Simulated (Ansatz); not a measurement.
Structural energy differences of silicon

Computed with DFT, RPBE, plane waves (420 eV) with PAW, scalar-relativistic (Ansatz). The PAW files were generated under PBE, with cores re-solved for the functional.

Each structure is relaxed within its own symmetry, so a high-lying one may be dynamically unstable.

| structure | ΔE (meV/atom) | V (Å³/atom) | cell | magnetic state |
| --- | --- | --- | --- | --- |
| diamond | 0 | 20.83 | a = 5.503 Å | spin not included |
| BC8 | 175 | 18.77 | a = 6.697 Å | spin not included |
| beta-Sn type | 323 | 15.57 | a = 4.826 Å, c = 2.673 Å (c/a = 0.554) | spin not included |
| simple cubic | 380 | 16.42 | a = 2.542 Å | spin not included |
| omega (AlB2-type) | 533 | 15.00 | a = 4.494 Å, c = 2.573 Å (c/a = 0.572) | spin not included |
| hcp | 541 | 14.57 | a = 2.712 Å, c = 4.573 Å (c/a = 1.686) | spin not included |
| bcc | 555 | 14.80 | a = 3.093 Å | spin not included |
| dhcp | 557 | 14.62 | a = 2.730 Å, c = 9.057 Å (c/a = 3.317) | spin not included |
| fcc | 569 | 14.62 | a = 3.882 Å | spin not included |
| A15 | 625 | 15.03 | a = 4.935 Å | spin not included |

ΔE counts from diamond.

Differences under about 8 meV lie within the error of the k-point mesh.
